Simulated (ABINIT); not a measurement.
Wanted: the native input for an ABINIT 10.8.3 (patched build) run.

```
Task                                             : single point
Functional                                       : HF
Potentials or basis                              : SPMS NC PBE v1.0
Cutoff                                           : 816 eV
k mesh                                           : 8 × 8 × 8
Occupations                                      : fermi-dirac, width 0.05 eV
Spin                                             : no spin polarisation
Most SCF steps                                   : 60
Thinning of the exchange mesh (fockdownsampling) : 2 × 2 × 2
```

Crystal: C.

```
C
1.0
     0.00000    1.78337    1.78337
     1.78337    0.00000    1.78337
     1.78337    1.78337    0.00000
C
2
Direct
  0.75000 0.75000 0.75000
  0.50000 0.50000 0.50000
```

This isn't the form of C at room conditions, which is graphite.

The input as run:

run.abi

```
pp_dirpath "./"
pseudos "06_C_4_1.2_1.2_pbe_n_v1.0.psp8"

acell 3*1.0
rprim
     0.0000000000     3.3700808789     3.3700808789
     3.3700808789     0.0000000000     3.3700808789
     3.3700808789     3.3700808789     0.0000000000
ntypat 1
znucl 6
natom 2
typat 1 1
xred
     0.7500000000     0.7500000000     0.7500000000
     0.5000000000     0.5000000000     0.5000000000

ecut 30.0

kptopt 1
ngkpt 8 8 8
nshiftk 1
shiftk 0.0 0.0 0.0

ixc 40
fockdownsampling 2 2 2

nband 8
occopt 3
tsmear 0.05 eV

nstep 60
toldfe 1.0e-7

iomode 3
prtwf 0
prtden 0
prteig 0
prtebands 0
```

Potentials or basis: SPMS NC PBE v1.0.

Launch:

```console
$ mpirun --bind-to none -np 4 abinit run.abi > log 2>&1
```

It gave:

```
Band gap on the k mesh                            : 12.56 eV, indirect (least direct gap 14.98 eV)
All electrons inside the program's atomic spheres : C 4.76 (radii [1.0584] Å)
```

It took 10 min on 4 MPI ranks on Arm Neoverse V2, with other jobs on the host, peak memory 0.24 GiB a rank.
